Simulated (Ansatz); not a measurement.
# SbPt: the cost of one run

Method: DFT PBEsol, scalar-relativistic, plane waves, PAW, in Ansatz 0.2.0.

1 further run of the same task is left out (set aside as unsound or not needed).

### Step 1. The structure to begin with

It takes space group P4/mmm (No. 123, tetragonal). The conventional cell has a = 2.671 Å, b = 2.671 Å, c = 3.862 Å, α = 90.00°, β = 90.00°, γ = 90.00°. V (site symmetry 4/mmm) is surrounded by 4 V at 2.67 Å and 8 Pt at 2.70 Å. Pt (site symmetry 4/mmm) has 4 Pt at 2.67 Å and 8 V at 2.70 Å as nearest neighbours.

As a file:

```cif
data_structure
_symmetry_space_group_name_H-M 'P 1'
_symmetry_Int_Tables_number 1
_cell_length_a 2.6709
_cell_length_b 2.6709
_cell_length_c 3.8620
_cell_angle_alpha 90.000
_cell_angle_beta 90.000
_cell_angle_gamma 90.000
_cell_volume 27.55
loop_
_atom_site_label
_atom_site_type_symbol
_atom_site_fract_x
_atom_site_fract_y
_atom_site_fract_z
_atom_site_occupancy
V1 V 0.50000 0.50000 0.50000 1
Pt1 Pt 0.00000 0.00000 0.00000 1
```

This cell was relaxed beforehand with the same method: volume 13.78 Å³/atom, gap on the mesh none (metal).

### Step 2. Swap V → Sb

The start of SbPt: fractional positions of relaxed VPt, cell scaled by 0.967, a guess from tabulated radii.

### Step 3. A first look at the start (SbPt)

input.yaml

```yaml
crystal:
  lattice:
    - [2.5822992566, 0.0, 0.0]
    - [0.0, 2.5822992566, 0.0]
    - [0.0, 0.0, 3.7338678137]
  atoms:
    - { symbol: Sb, position: [0.5, 0.5, 0.5] }
    - { symbol: Pt, position: [0.0, 0.0, 0.0] }
basis:
  ecutwfc: 420
kpoints:
  mp_grid: { grid: [8, 8, 6] }
hamiltonian:
  xc: pbesol
scf:
  occupations: { method: gaussian, width: 0.1 }
output:
  forces: true
  stress: true
  eigenvalues: true
```

What time and memory should one allow on 1 thread of an Arm CPU, shared host?

About 3.4 s, with a peak of 0.34 GiB.
